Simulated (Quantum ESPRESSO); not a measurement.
**Easy axis of FeO (Wuestite) with Quantum ESPRESSO**

Which axis do the moments of FeO (Wuestite) prefer, and by how much?

Method: PBE; plane waves with PseudoDojo 0.4.1 SR PBE standard potentials, then spin–orbit coupling on the fully relativistic files of the same set, in Quantum ESPRESSO 7.5.

### 1. Set-up

The structure is trigonal, space group R-3m (No. 166). The conventional cell has a = 3.038 Å, b = 3.038 Å, c = 7.559 Å, α = 90.00°, β = 90.00°, γ = 120.00°. Nearest to Fe lie 6 O at 2.16 Å. Nearest to O lie 6 Fe at 2.16 Å. Farther neighbours and most contacts between anions are not listed.

The cell comes from the Crystallography Open Database.

### 2. Collinear run on scalar-relativistic files

pw.in reads:

```
&CONTROL
  calculation = 'scf'
  prefix = 'pwscf'
  outdir = './tmp'
  pseudo_dir = './pseudo'
  disk_io = 'low'
/
&SYSTEM
  ibrav = 0
  celldm(1) = 8
  nat = 2
  ntyp = 2
  ecutwfc = 76
  nbnd = 20
  occupations = 'smearing'
  smearing = 'fd'
  degauss = 0.00367493
  nspin = 2
  starting_magnetization(1) = 0.25
  starting_magnetization(2) = 0
/
&ELECTRONS
  conv_thr = 4d-11
  electron_maxstep = 150
  mixing_beta = 0.3
/
ATOMIC_SPECIES
Fe     55.8450 Fe.upf
O      15.9990 O.upf
CELL_PARAMETERS alat
   0.3587694422130    0.2071356340402    0.5951638772153
  -0.3587694422130    0.2071356340402    0.5951638772153
   0.0000000000000   -0.4142712680567    0.5951638772153
ATOMIC_POSITIONS crystal
Fe      0.0000000000    0.0000000000    0.0000000000
O       0.5000000000    0.5000000000    0.5000000000
K_POINTS automatic
8 8 8 0 0 0
```

On the command line:

```sh
$ OMP_NUM_THREADS=1 mpirun -n 2 pw.x -nk 2 -in pw.in > pw.out
```

The program printed:

```text
Program PWSCF v.7.5 starts

     Message from routine setup:
     using ibrav=0 with symmetry is DISCOURAGED, use correct ibrav instead

     K-points division:     npool     =       2
     Subspace diagonalization in iterative solution of the eigenvalue problem:

     G-vector sticks info
     --------------------
     sticks:   dense  smooth     PW     G-vecs:    dense   smooth      PW
     Sum         697     697    219                12135    12135    2163

     Using Slab Decomposition

     bravais-lattice index     =            0
     lattice parameter (alat)  =       8.0000  a.u.
     unit-cell volume          =     135.8714 (a.u.)^3
     number of atoms/cell      =            2
     number of atomic types    =            2
     number of electrons       =        22.00
     number of Kohn-Sham states=           20
     kinetic-energy cutoff     =      76.0000  Ry
     charge density cutoff     =     304.0000  Ry
     scf convergence threshold =      4.0E-11
     mixing beta               =       0.3000
     number of iterations used =            8  plain     mixing
     Exchange-correlation= PBE
                           (   1   4   3   4   0   0   0)

     celldm(1)=   8.000000  celldm(2)=   0.000000  celldm(3)=   0.000000
     celldm(4)=   0.000000  celldm(5)=   0.000000  celldm(6)=   0.000000

     crystal axes: (cart. coord. in units of alat)
               a(1) = (   0.358769   0.207136   0.595164 )
               a(2) = (  -0.358769   0.207136   0.595164 )
               a(3) = (   0.000000  -0.414271   0.595164 )

     reciprocal axes: (cart. coord. in units 2 pi/alat)
               b(1) = (  1.393653  0.804626  0.560070 )
               b(2) = ( -1.393653  0.804626  0.560070 )
               b(3) = (  0.000000 -1.609252  0.560070 )

     PseudoPot. # 1 for Fe read from file:
     Fe.upf
     Pseudo is Norm-conserving + core correction, Zval = 16.0
     Generated using ONCVPSP code by D. R. Hamann
     Using radial grid of 1426 points,  6 beta functions with:
                l(1) =   0
                l(2) =   0
                l(3) =   1
                l(4) =   1
                l(5) =   2
                l(6) =   2

     PseudoPot. # 2 for O  read from file:
     O.upf
     Pseudo is Norm-conserving + core correction, Zval =  6.0
     Generated using ONCVPSP code by D. R. Hamann
     Using radial grid of  936 points,  5 beta functions with:
                l(1) =   0
                l(2) =   0
                l(3) =   1
                l(4) =   1
                l(5) =   2

     atomic species   valence    mass     pseudopotential
     Fe               16.00    55.84500     Fe( 1.00)
     O                 6.00    15.99900     O ( 1.00)

     Starting magnetic structure
     atomic species   magnetization
     Fe              0.250
     O               0.000

     12 Sym. Ops., with inversion, found

   Cartesian axes

     site n.     atom                  positions (alat units)
         1        Fe     tau(   1) = (   0.0000000   0.0000000   0.0000000  )
         2        O      tau(   2) = (   0.0000000   0.0000000   0.8927458  )

     number of k points=    65  Fermi-Dirac smearing, width (Ry)=  0.0037
                       cart. coord. in units 2pi/alat
        k(    1) = (   0.0000000   0.0000000   0.0000000), wk =   0.0019531
        k(    2) = (   0.0000000  -0.2011564   0.0700087), wk =   0.0117188
        k(    3) = (   0.0000000  -0.4023129   0.1400175), wk =   0.0117188
        k(    4) = (   0.0000000  -0.6034693   0.2100262), wk =   0.0117188
        k(    5) = (   0.0000000   0.8046258  -0.2800349), wk =   0.0058594
        [... 60 further k-points ...]

     Dense  grid:    12135 G-vectors     FFT dimensions: (  36,  36,  36)

     Check: negative core charge=   -0.000002
     Generating pointlists ...
     new r_m :   0.2104 (alat units)  1.6832 (a.u.) for type    1
     new r_m :   0.2104 (alat units)  1.6832 (a.u.) for type    2

     Initial potential from superposition of free atoms

     starting charge      21.9996, renormalised to      22.0000
     Starting wfcs are   14 randomized atomic wfcs +    6 random wfcs

     Self-consistent Calculation

     iteration #  1     ecut=    76.00 Ry     beta= 0.30
     Davidson diagonalization with overlap
     ethr =  1.00E-02,  avg # of iterations =  5.2

     total energy              =    -283.66515811 Ry
     estimated scf accuracy    <       0.30084842 Ry

     total magnetization       =     4.01 Bohr mag/cell
     absolute magnetization    =     4.01 Bohr mag/cell

     iteration #  2     ecut=    76.00 Ry     beta= 0.30
     Davidson diagonalization with overlap
     ethr =  1.37E-03,  avg # of iterations =  1.5

     total energy              =    -283.71416889 Ry
     estimated scf accuracy    <       0.03725222 Ry

     total magnetization       =     4.00 Bohr mag/cell
     absolute magnetization    =     4.00 Bohr mag/cell

     iteration #  3     ecut=    76.00 Ry     beta= 0.30
     Davidson diagonalization with overlap
     ethr =  1.69E-04,  avg # of iterations =  2.0

     total energy              =    -283.72141552 Ry
     estimated scf accuracy    <       0.01498175 Ry

     total magnetization       =     4.00 Bohr mag/cell
     absolute magnetization    =     4.00 Bohr mag/cell

     [... further iterations left out ...]

     iteration # 10     ecut=    76.00 Ry     beta= 0.30
     Davidson diagonalization with overlap
     ethr =  2.07E-10,  avg # of iterations =  1.5

     total energy              =    -283.72424501 Ry
     estimated scf accuracy    <          4.1E-09 Ry

     total magnetization       =     4.00 Bohr mag/cell
     absolute magnetization    =     4.02 Bohr mag/cell

     iteration # 11     ecut=    76.00 Ry     beta= 0.30
     Davidson diagonalization with overlap
     ethr =  1.88E-11,  avg # of iterations =  1.5

     total energy              =    -283.72424501 Ry
     estimated scf accuracy    <          2.9E-10 Ry

     total magnetization       =     4.00 Bohr mag/cell
     absolute magnetization    =     4.02 Bohr mag/cell

     iteration # 12     ecut=    76.00 Ry     beta= 0.30
     Davidson diagonalization with overlap
     ethr =  1.33E-12,  avg # of iterations =  2.0

     total energy              =    -283.72424501 Ry
     estimated scf accuracy    <          1.2E-10 Ry

     total magnetization       =     4.00 Bohr mag/cell
     absolute magnetization    =     4.02 Bohr mag/cell

     iteration # 13     ecut=    76.00 Ry     beta= 0.30
     Davidson diagonalization with overlap
     ethr =  5.23E-13,  avg # of iterations =  2.0

     Magnetic moment per site  (integrated on atomic sphere of radius R)
     atom   1 (R=0.210)  charge= 13.5494  magn=  3.4729
     atom   2 (R=0.210)  charge=  5.8483  magn=  0.3190

     End of self-consistent calculation

     Number of k-points >= 100: set verbosity='high' to print the bands.

     the Fermi energy is    14.6296 ev

!    total energy              =    -283.72424501 Ry
     estimated scf accuracy    <          2.1E-11 Ry
     smearing contrib. (-TS)   =      -0.00096188 Ry
     internal energy E=F+TS    =    -283.72328312 Ry

     The total energy is F=E-TS. E is the sum of the following terms:
     one-electron contribution =    -125.36845724 Ry
     hartree contribution      =      75.36895995 Ry
     xc contribution           =     -44.03338138 Ry
     ewald contribution        =    -189.69040444 Ry

     total magnetization       =     4.00 Bohr mag/cell
     absolute magnetization    =     4.02 Bohr mag/cell

     convergence has been achieved in  13 iterations

=------------------------------------------------------------------------------=
   JOB DONE.
=------------------------------------------------------------------------------=
```

It took 37 s on 2 MPI ranks of Arm Neoverse V2, shared host; peak memory 0.18 GiB; 74 s of CPU time.

Spin moment in the atom's sphere by atom:

| atom | spin moment in the atom's sphere (μB) |
| --- | --- |
| Fe1 | 3.47 |
| O2 | 0.32 |

This step gave:

```
smearing term TS       : 0.01309 eV
magnetization          : 4.003 μB
absolute magnetization : 4.021 μB
final state            : ferromagnetic
```

### 3. One pass along [001] on 10×10×10

Each pass runs in a folder of its own that holds a copy of a collinear save from that input. The collinear spin density is turned to the axis, and its potential is diagonalised once with spin–orbit coupling on fully relativistic PseudoDojo files; the sums over occupied states, with the smearing term, are then compared.

pass.in reads:

```
&CONTROL
  calculation = 'nscf'
  prefix = 'pwscf'
  outdir = './tmp'
  pseudo_dir = './pseudo_fr'
  disk_io = 'low'
/
&SYSTEM
  ibrav = 0
  celldm(1) = 8
  nat = 2
  ntyp = 2
  ecutwfc = 76
  nbnd = 36
  occupations = 'smearing'
  smearing = 'fd'
  degauss = 0.00367493
  noncolin = .true.
  lspinorb = .true.
  lforcet = .true.
  starting_magnetization(1) = 0.25
  angle1(1) = 0
  angle2(1) = 180
  starting_magnetization(2) = 0
  angle1(2) = 0
  angle2(2) = 180
/
&ELECTRONS
  conv_thr = 4d-11
  electron_maxstep = 150
  mixing_beta = 0.3
  startingpot = 'file'
  startingwfc = 'random'
  diago_thr_init = 1d-09
  diago_full_acc = .true.
/
ATOMIC_SPECIES
Fe     55.8450 Fe.upf
O      15.9990 O.upf
CELL_PARAMETERS alat
   0.3587694422130    0.2071356340402    0.5951638772153
  -0.3587694422130    0.2071356340402    0.5951638772153
   0.0000000000000   -0.4142712680567    0.5951638772153
ATOMIC_POSITIONS crystal
Fe      0.0000000000    0.0000000000    0.0000000000
O       0.5000000000    0.5000000000    0.5000000000
K_POINTS automatic
10 10 10 0 0 0
```

On the command line:

```sh
$ OMP_NUM_THREADS=1 mpirun -n 2 pw.x -nk 2 -in pass.in > pass.out
```

The program printed:

```text
[banner, memory and clock lines left out]
Program PWSCF v.7.5 starts

     Fixed quantization axis for GGA:    -0.000000    0.000000    1.000000
     Message from routine setup:
     using ibrav=0 with symmetry is DISCOURAGED, use correct ibrav instead

     bravais-lattice index     =            0
     lattice parameter (alat)  =       8.0000  a.u.
     unit-cell volume          =     135.8714 (a.u.)^3
     number of atoms/cell      =            2
     number of atomic types    =            2
     number of electrons       =        22.00
     number of Kohn-Sham states=           36
     kinetic-energy cutoff     =      76.0000  Ry
     charge density cutoff     =     304.0000  Ry
     Exchange-correlation= PBE
                           (   1   4   3   4   0   0   0)
     Noncollinear calculation with spin-orbit

     [... lines left out ...]
     PseudoPot. # 1 for Fe read from file:
     Fe.upf
     Pseudo is Norm-conserving + core correction, Zval = 16.0

     PseudoPot. # 2 for O  read from file:
     O.upf
     Pseudo is Norm-conserving + core correction, Zval =  6.0

     atomic species   valence    mass     pseudopotential
     Fe               16.00    55.84500     Fe( 1.00)
     O                 6.00    15.99900     O ( 1.00)

     12 Sym. Ops., with inversion, found

   Cartesian axes

     site n.     atom                  positions (alat units)
         1        Fe     tau(   1) = (   0.0000000   0.0000000   0.0000000  )
         2        O      tau(   2) = (   0.0000000   0.0000000   0.8927458  )

     number of k points=   116  Fermi-Dirac smearing, width (Ry)=  0.0037

     Number of k-points >= 100: set verbosity='high' to print them.

     Dense  grid:    12135 G-vectors     FFT dimensions: (  36,  36,  36)

     Check: negative core charge=   -0.000002
     Generating pointlists ...
     new r_m :   0.2104 (alat units)  1.6832 (a.u.) for type    1
     new r_m :   0.2104 (alat units)  1.6832 (a.u.) for type    2
     Message from routine read_rhog:
     some spin components not found

 -----------
Spin angles Theta, Phi (degree) =   0.0000180.0000
 -----------

     The potential is recalculated from file :
     [... lines left out ...]
     Starting wfcs are random

     Band Structure Calculation
     Davidson diagonalization with overlap

     ethr =  1.00E-09,  avg # of iterations = 25.7

     End of band structure calculation

     Number of k-points >= 100: set verbosity='high' to print the bands.

     the Fermi energy is    14.6448 ev
     (compare with:    14.6296 eV, computed in scf)
```

It took 78 s on 2 MPI ranks; peak memory 0.31 GiB.

### 4. One pass along [100] on 10×10×10

Changes to pass.in since step 3:

```diff
@@ -21,7 +21,7 @@
   starting_magnetization(1) = 0.25
-  angle1(1) = 0
-  angle2(1) = 180
+  angle1(1) = 90
+  angle2(1) = -0
   starting_magnetization(2) = 0
-  angle1(2) = 0
-  angle2(2) = 180
+  angle1(2) = 90
+  angle2(2) = -0
 /
```

The program printed:

```text
     [... lines left out ...]
Program PWSCF v.7.5 starts
     [... lines left out ...]
     number of atoms/cell      =            2
     [... lines left out ...]
     number of electrons       =        22.00
     number of Kohn-Sham states=           36
     kinetic-energy cutoff     =      76.0000  Ry
     charge density cutoff     =     304.0000  Ry
     [... lines left out ...]
     Noncollinear calculation with spin-orbit
     [... lines left out ...]
      4 Sym. Ops., with inversion, found
     [... lines left out ...]
     number of k points=   282  Fermi-Dirac smearing, width (Ry)=  0.0037
     [... lines left out ...]
Spin angles Theta, Phi (degree) =  90.0000 -0.0000
     [... lines left out ...]
     the Fermi energy is    14.6449 ev
     (compare with:    14.6296 eV, computed in scf)
```

Run time: 3 min. Hardware: 2 MPI ranks; peak memory 0.59 GiB; 6.1 min of CPU time.

### 5. The smearing term

The sum of energies times occupations is what pw.x prints as eband (for fewer than 100 k points). With Fermi–Dirac smearing the quantity to compare holds −TS as well, computed here from the energies and weights in the run's XML file (meV a cell, from the first axis, mesh 10×10×10):

| axis | plain sum | −TS | free energy |
| --- | --- | --- | --- |
| [001] | 0.0000 | 0.0000 | 0.0000 |
| [100] | 0.0704 | -0.0110 | 0.0594 |

### 6. The axes together

A pass yields neither state nor moment: for the force theorem these columns are the collinear run's. Anisotropy, by row:

| way | mesh | axis | state | energy less the first axis' (meV a primitive cell) | largest spin moment (μB) | CPU time (s) |
| --- | --- | --- | --- | --- | --- | --- |
| force theorem | 10x10x10 | [001] | ferromagnetic | 0 | 3.473 | 155 |
| force theorem | 10x10x10 | [100] | ferromagnetic | 0.05944 | 3.473 | 364.1 |

### 7. Results

| Item | Value |
| --- | --- |
| state | ferromagnetic |
| largest spin moment | 3.47 μB |
| easy axis of those tried, on this mesh | not resolved |
| energy along [100] less [001] (force theorem) | 0.0594 meV a primitive cell, 0.47 MJ/m³ |

In words: On 10×10×10, leaving out the smearing term would shift a difference by 0.011 meV, against 0.059 meV for the largest. Differences this small usually change with the mesh, so the easy axis is taken as not resolved. One mesh cannot show that the size is converged, and with itinerant moments even the sign can change with the mesh. Shape anisotropy is not included. The moments were started parallel in the primitive cell; if the crystal orders otherwise, its anisotropy is another. No Hubbard term acts here. In such compounds local and semilocal functionals without one often delocalise the d electrons, and can shrink or lose moments and miss the size, sign and order of the couplings. The cutoff lies under the 90 Ry that these files are usually run at. The smearing term is large for its width, so states at the Fermi level are partly filled: at this level the cell is a metal or has a gap of a few widths at most.

[Logs and program files are shortened in this print: banners, set-up blocks, solver, clock and traceback lines can be left out without a mark of their own.]

[Logs are printed without paths, hosts, clocks, repeated set-up lines and the standing remarks that a program may print on its own settings, such as how far it seeks lower states.]

[Hosts, paths, dates, database ids (printed as entryN), source tags and the programs' standing remarks are cut or masked in the printed files.]

[Where a cell is said to come from a database of computed structures, the database is the Materials Project.]
